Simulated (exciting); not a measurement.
Input of an exciting (release sodium) run:

The input input.xml:

```xml
<input>
  <title>Zn</title>
  <structure speciespath="./" tshift="false">
    <crystal scale="5.3914040549">
      <basevect>-0.001003852719 0.712623969346 0.701545487190</basevect>
      <basevect>0.676671741303 0.005853120307 0.694688514164</basevect>
      <basevect>0.668597106145 0.697692711669 0.013927404957</basevect>
    </crystal>
    <species speciesfile="Zn.xml" rmt="2">
      <atom coord="0.000000000000 0.000000000000 0.000000000000"/>
    </species>
  </structure>
  <groundstate do="fromscratch" ngridk="10 10 10" rgkmax="8" gmaxvr="14" lmaxapw="10" lmaxmat="10" lmaxvr="8" stype="Methfessel-Paxton 1" swidth="0.00099958" nempty="8" ValenceRelativity="iora*" epsengy="1e-05" epspot="0.0001" maxscl="60" outputlevel="normal" lmaxinr="3">
    <libxc exchange="XC_GGA_X_RPBE" correlation="XC_GGA_C_PBE"/>
  </groundstate>
  <properties>
    <chargedensityplot>
      <plot3d>
        <box grid="15 14 14">
          <origin coord="0 0 0"/>
          <point coord="1 0 0"/>
          <point coord="0 1 0"/>
          <point coord="0 0 1"/>
        </box>
      </plot3d>
    </chargedensityplot>
    <elfplot>
      <plot3d>
        <box grid="15 14 14">
          <origin coord="0 0 0"/>
          <point coord="1 0 0"/>
          <point coord="0 1 0"/>
          <point coord="0 0 1"/>
        </box>
      </plot3d>
    </elfplot>
    <exccplot>
      <plot3d>
        <box grid="15 14 14">
          <origin coord="0 0 0"/>
          <point coord="1 0 0"/>
          <point coord="0 1 0"/>
          <point coord="0 0 1"/>
        </box>
      </plot3d>
    </exccplot>
  </properties>
</input>
```

Potentials or basis: all-electron LAPW+lo, shipped species files, valence relativity iora*.

Run with:

```console
$ OMP_NUM_THREADS=1 exciting_smp
```

(1) What does it give for the band gap on the k mesh?

Results:

(1) none (metal or under the smearing width).
